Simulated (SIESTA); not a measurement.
The system is TePb.

```xyz
2
Lattice="4.0023 0.0000 0.0000 0.0000 4.0023 0.0000 0.0000 0.0000 4.0023" Properties=species:S:1:pos:R:3 pbc="T T T"
Pb    0.0000    0.0000    0.0000
Te    2.0011    2.0011    2.0011
```

Measurements of this composition are mostly on another form, of space group No. 225.

Base run:

```yaml
Program: SIESTA 5.4.2
Functional: PBE
Potentials_or_basis: SG15 1.2 (PBE files) or PseudoDojo by element
Basis: DZP (energy shift 0.002 Ry)
Grid_cutoff: 500 Ry
Energy_shift: 0.002 Ry
k_mesh: 7 × 7 × 7
Occupations: fermi-dirac, width 0.05 eV
Spin: no spin polarisation
```

Its results: band gap on the k mesh none (metal or under the smearing width); pressure 0.7 GPa.

Problem. After a change of settings the same cell gave: band gap on the k mesh none (metal or under the smearing width); pressure -3.2 GPa. Which change was it?
A. potentials or basis from SG15 1.2 (PBE files) or PseudoDojo by element to PseudoDojo 0.4 standard (PBE files)
B. potentials or basis from SG15 1.2 (PBE files) or PseudoDojo by element to PseudoDojo 0.4 standard (PBE files); basis from DZP (energy shift 0.002 Ry) to SZ (energy shift 0.002 Ry)
C. potentials or basis from SG15 1.2 (PBE files) or PseudoDojo by element to PseudoDojo 0.4 standard (PBE files); k mesh from 7 × 7 × 7 to 5 × 5 × 5
D. functional from PBE to LDA; potentials or basis from SG15 1.2 (PBE files) or PseudoDojo by element to PseudoDojo 0.4 standard (LDA files)

Solution. D.

Caveats: semicore shells carry a single zeta, which can move pressures by several GPa and volumes by a few percent; spin-orbit coupling is left out, which moves the levels of the heavy elements; the basis of atomic orbitals isn't converged, which shifts pressures, moduli and gaps.
